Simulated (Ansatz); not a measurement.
# In2O3 (R-3c) in Ansatz: further runs, part 2 of 2

Ansatz 0.2.0. Earlier steps stand in the parts before.

### Step 3. Band structure, r2SCAN

Input file input.yaml:

```yaml
crystal:
  lattice:
    - [2.7435, 1.5839604635, 4.8366666667]
    - [-2.7435, 1.5839604635, 4.8366666667]
    - [0.0, -3.167920927, 4.8366666667]
  atoms:
    - { symbol: In, position: [0.85731, 0.85731, 0.85731] }
    - { symbol: In, position: [0.64269, 0.64269, 0.64269] }
    - { symbol: In, position: [0.14269, 0.14269, 0.14269] }
    - { symbol: In, position: [0.35731, 0.35731, 0.35731] }
    - { symbol: O, position: [0.048, 0.75, 0.452] }
    - { symbol: O, position: [0.75, 0.452, 0.048] }
    - { symbol: O, position: [0.452, 0.048, 0.75] }
    - { symbol: O, position: [0.952, 0.25, 0.548] }
    - { symbol: O, position: [0.25, 0.548, 0.952] }
    - { symbol: O, position: [0.548, 0.952, 0.25] }
hamiltonian:
  xc: r2scan
  pseudopotentials: { kind: paw }
kpoints:
  mp_grid: { grid: [6, 6, 6] }
  band_path:
    path:
      - [[0.0, 0.0, 0.0], [0.5, 0.0, 0.0], [0.5, 0.2381665116, -0.2381665116]]
      - [[0.7618334884, 0.5, 0.2381665116], [0.5, 0.5, 0.5], [0.0, 0.0, 0.0], [0.3690832558, 0.0, -0.3690832558]]
      - [[0.6309167442, 0.3690832558, 0.0], [0.5, 0.5, 0.0], [0.6309167442, 0.6309167442, 0.2381665116], [0.5, 0.5, 0.5]]
      - [[0.5, 0.0, 0.0], [0.7618334884, 0.3690832558, 0.3690832558]]
    npoints: 10
scf:
  occupations: { method: fermi_dirac, width: 0.05 }
  n_extra_bands: 25
output:
  forces: true
  stress: true
  eigenvalues: true
  fatbands: false
```

Potentials or basis: Ansatz PAW.

Command:

```sh
$ ansatz run input.yaml --threads 4 --pin off --max-ram 11264MiB --backend cpu --events-out ev --progress --plain --runs-dir out
```

The program printed:

```text
Warning: RAYON_NUM_THREADS=4 ignored (pool sized by the plan → 4); use --threads N
scf.n_extra_bands = 25 over 44 filled bands (N_el = 88.0): the run solves 69 bands
Engine: ansatz 0.2.0, aarch64-unknown-linux-gnu
Pseudopotentials: kind: paw
Pseudopotential: In, paw, valence charge 13, recommended cutoff 500 eV (meta_gga), In.paw.azcp
Pseudopotential: O, paw, valence charge 6, recommended cutoff 500 eV (meta_gga), O.paw.azcp
Functional definition: r2SCAN
  parameter k0 = 0.174
  parameter k1 = 0.065
  parameter a1 = 4.9479
  exchange = r2scan_x(k0 = k0, k1 = k1, a1 = a1)
  correlation = r2scan_c
Crystal: 10 atoms, lattice volume = 126.109 Å³
Basis set: ecut = 500 eV, 3227 PW (Γ), exchange–correlation on 180×180×180 points (64 copies of the dense FFT grid, shifted against one another)
Bands: 69, of which v1, the nominal top of the filled ones, is band 44 counted from 1 (43 counted from 0)
[... 40 lines left out ...]
  E_aug_tail   = 0.005977  (compensation charges beyond the density's cutoff)
  E_vtau       = 68.172827  (kinetic-family band-sum trace: ∫τ·v_τ [+ j·A + Jᵃ·Aᵃ] dr)
  E_ewald      = -7111.109369
  E_core_change = 3.670538  (= ΣΔE_core)
  E_smearing   = -0.000000  (= −TS)
  E_closure    = -0.000000  (closes the sum)
  Σ components = -25861.456692   (vs F -25861.456692, Δ=0.00e0)
--- Forces (eV/Å), atoms counted from 1 ---
  atom   1  In    -0.00000000    -0.00000000    -0.08251391
  atom   2  In     0.00000000     0.00000000     0.08251391
  atom   3  In     0.00000000     0.00000000     0.08251391
  atom   4  In     0.00000000    -0.00000000    -0.08251391
  atom   5  O     -0.06527785    -0.11306456     0.00000000
  atom   6  O     -0.06527785     0.11306456     0.00000000
  atom   7  O      0.13055570     0.00000000     0.00000000
  atom   8  O      0.06527785     0.11306456    -0.00000000
  atom   9  O      0.06527785    -0.11306456    -0.00000000
  atom  10  O     -0.13055570    -0.00000000    -0.00000000
  max |Σ_I F_I| component: 2.78e-17 eV/Å
--- Stress (GPa, compression-positive) ---
        2.315369       0.000000       0.000000
        0.000000       2.315369      -0.000000
        0.000000      -0.000000       1.557673
  P = ⅓ Tr σ = 2.0628 GPa (20.628 kbar)
--- Band table (eV; the first three rows and the last of 32) ---
  k-point 0: bands = ["-9.9560", "-9.0903", "-9.0903", "-8.8864", "-8.8864", "-8.7971", "-4.0654", "-4.0654", "-3.9129", "-3.9129", "-3.8997", "-3.7780", "-3.7446", "-3.7446", "-3.7024", "-3.7024", "-3.6477", "-3.6477", "-3.5590", "-3.5329", "-3.5307", "-3.5307", "-3.2465", "-3.2465", "-2.5576", "-2.5576", "3.0118", "3.3952", "4.5578", "4.5578", "5.2994", "5.6610", "5.9238", "5.9238", "6.0618", "7.8477", "7.8477", "8.1367", "8.2053", "8.2053", "8.3273", "8.3273", "8.5700", "8.5700", "10.4824", "14.8821", "15.6772", "16.6413", "18.7013", "18.7013", "18.7200", "18.8681", "19.3659", "19.3659", "19.9116", "20.2994", "20.2994", "21.7653", "21.7653", "22.1977", "24.0774", "24.0774", "25.1577", "27.0579", "27.1415", "27.6758", "27.9198", "27.9198", "28.4462"]
  k-point 1: bands = ["-9.8814", "-9.0820", "-9.0756", "-8.9528", "-8.9024", "-8.8220", "-4.0458", "-4.0351", "-3.9297", "-3.9176", "-3.8814", "-3.7893", "-3.7353", "-3.7339", "-3.7186", "-3.7045", "-3.6630", "-3.6491", "-3.5575", "-3.5376", "-3.5284", "-3.4740", "-3.2712", "-3.2330", "-2.6722", "-2.5942", "3.1293", "3.3689", "4.2551", "4.9407", "5.0898", "5.7378", "6.1081", "6.3436", "6.5196", "7.1322", "7.7116", "7.7535", "8.1117", "8.1138", "8.3400", "8.3931", "8.4147", "8.5439", "11.3055", "15.1946", "15.5255", "16.3526", "17.6211", "18.1492", "19.0135", "19.0950", "19.8291", "19.9597", "20.1164", "20.3247", "20.3703", "21.8082", "22.0293", "22.0625", "23.3803", "24.2509", "25.2260", "26.0690", "26.4801", "26.7279", "27.3272", "27.7643", "28.5690"]
  k-point 2: bands = ["-9.6791", "-9.1448", "-9.0496", "-9.0328", "-8.9446", "-8.8844", "-4.0181", "-3.9800", "-3.9237", "-3.9036", "-3.8575", "-3.8078", "-3.7698", "-3.7503", "-3.7142", "-3.7094", "-3.6610", "-3.6345", "-3.5954", "-3.5394", "-3.5237", "-3.3753", "-3.2612", "-3.1918", "-2.8980", "-2.7271", "3.3722", "3.6036", "3.8332", "4.9917", "5.4919", "5.9740", "6.0991", "6.5431", "6.9240", "7.0601", "7.3184", "7.4246", "7.9520", "7.9884", "7.9999", "8.0636", "8.4566", "8.5970", "12.7582", "15.2689", "15.3573", "15.6337", "17.2159", "17.7623", "18.7658", "19.4599", "19.6187", "19.7448", "20.2178", "20.8737", "21.3339", "21.6820", "21.9752", "22.9245", "23.2200", "24.1360", "24.3860", "25.0683", "25.6170", "25.8051", "26.5894", "27.1954", "28.2294"]
  k-point 31: bands = ["-9.4111", "-9.4111", "-8.9904", "-8.9904", "-8.9904", "-8.9904", "-3.9548", "-3.9548", "-3.9443", "-3.9443", "-3.9443", "-3.9443", "-3.7686", "-3.7686", "-3.7686", "-3.7686", "-3.5464", "-3.5464", "-3.5464", "-3.5464", "-3.4431", "-3.4431", "-2.9906", "-2.9906", "-2.9906", "-2.9906", "3.6553", "3.6553", "5.0672", "5.0672", "5.6763", "5.6763", "5.6763", "5.6763", "6.5866", "6.5866", "7.5001", "7.5001", "7.5001", "7.5001", "8.4094", "8.4094", "8.4094", "8.4094", "13.6324", "13.6324", "16.6092", "16.6092", "17.6317", "17.6317", "19.2122", "19.2122", "19.2122", "19.2122", "21.3559", "21.3559", "21.3559", "21.3559", "21.5065", "21.5065", "23.4009", "23.4009", "25.3753", "25.3753", "25.3753", "25.3753", "27.8695", "27.8695", "27.8695"]
```

Wall time 16 s (4 threads of Arm Neoverse V2, shared host); peak memory 1.1 GiB.

What came out:

| Quantity | Value |
| --- | --- |
| Free energy | -25861.4567 eV |
| Pressure | 2.1 GPa |
| Largest force | 0.131 eV/Å |
| Band gap on the k mesh | 1.89 eV, indirect (least direct gap 1.91 eV) |
| Band gap along the path | 1.88 eV, indirect (least direct gap 1.91 eV) |

Forces on the atoms (eV/Å):
```
In   0.000  0.000 -0.083
In   0.000  0.000  0.083
In   0.000  0.000  0.083
In   0.000  0.000 -0.083
O   -0.065 -0.113  0.000
O   -0.065  0.113  0.000
O    0.131  0.000  0.000
O    0.065  0.113  0.000
O    0.065 -0.113  0.000
O   -0.131  0.000  0.000
```

Levels at the corners of the path, in eV from the valence-band top:
```tsv
point	band 42	band 43	band 44	band 45	band 46	band 47
Γ	-0.27	-0.03	-0.03	1.88	6.28	7.08
L	-0.73	-0.07	-0.07	5.61	5.61	6.65
B1	-0.35	-0.15	-0.15	6.30	6.30	6.61
B	-0.35	-0.15	-0.15	6.30	6.30	6.61
Z	-0.19	-0.19	-0.19	5.03	5.03	8.01
Γ	-0.27	-0.03	-0.03	1.88	6.28	7.08
X	-0.26	-0.20	-0.06	6.01	6.21	6.43
Q	-0.26	-0.20	-0.06	6.01	6.21	6.43
F	-0.33	-0.08	-0.03	5.89	6.18	7.23
P1	-0.37	-0.31	-0.10	6.17	6.31	6.43
Z	-0.19	-0.19	-0.19	5.03	5.03	8.01
L	-0.73	-0.07	-0.07	5.61	5.61	6.65
P	-0.37	-0.31	-0.10	6.17	6.31	6.43
```

Caveat: spin-orbit coupling is left out, which moves the levels of the heavy elements; the PAW data sets come from PBE, with cores solved anew for the run's functional, which leaves a small shift of forces and pressure.

### Step 4. How close it comes

Step 2. Against the measured gap of In2O3, 3.08 eV (optical; powder; “Fabrication and performance enhancement of an In2O3/BiVO4 heterojunction for N-butanol gas sensing applications”, 2024, pmc:11650617), the calculated 1.20 eV is off by -1.88 eV. So large a miss can be the level of theory's own, or it may mean another phase, state or a wrong row. Spin-orbit coupling on In is left out. The value is that of PBEsol, without temperature or zero-point motion. Semilocal functionals fall short of measured gaps as a rule.

Step 3. Measured gap of In2O3: 3.08 eV (optical; powder; “Fabrication and performance enhancement of an In2O3/BiVO4 heterojunction for N-butanol gas sensing applications”, 2024, pmc:11650617). This calculation gives 1.88 eV (-1.20 eV). Spin-orbit coupling on In is left out. The value is that of r2SCAN, without temperature or zero-point motion.
